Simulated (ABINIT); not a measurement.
The system is GaS.

```
CELL_PARAMETERS angstrom
3.58500 0.00000 0.00000
-1.79250 3.10470 0.00000
0.00000 0.00000 15.50000
ATOMIC_POSITIONS crystal
Ga 0.66667 0.33333 0.83000
Ga 0.33333 0.66667 0.33000
Ga 0.66667 0.33333 0.67000
Ga 0.33333 0.66667 0.17000
S 0.66667 0.33333 0.40000
S 0.33333 0.66667 0.90000
S 0.66667 0.33333 0.10000
S 0.33333 0.66667 0.60000
```

Base run:

- Program: ABINIT 10.8.3 (patched build)
- Functional: LDA
- Potentials or basis: JTH PAW LDA v2.0
- Cutoff: 544 eV
- k mesh: 7 × 7 × 2
- Occupations: fermi-dirac, width 0.05 eV
- Spin: no spin polarisation

Its results: band gap on the k mesh 1.39 eV, direct; pressure -3.0 GPa; largest force 0.258 eV/Å.

The run is repeated on the same cell with these changes: functional from LDA to PBE; potentials or basis from JTH PAW LDA v2.0 to JTH PAW PBE v2.0. What comes out?

Band gap on the k mesh 1.60 eV, indirect (least direct gap 1.64 eV); pressure 2.2 GPa; largest force 0.244 eV/Å.

Caveats: an odd mesh through Γ misses points on the zone boundary, where band edges often lie; this functional lacks dispersion, which binds the layers, so the pressure and a relaxed spacing across them are unreliable (some runs).
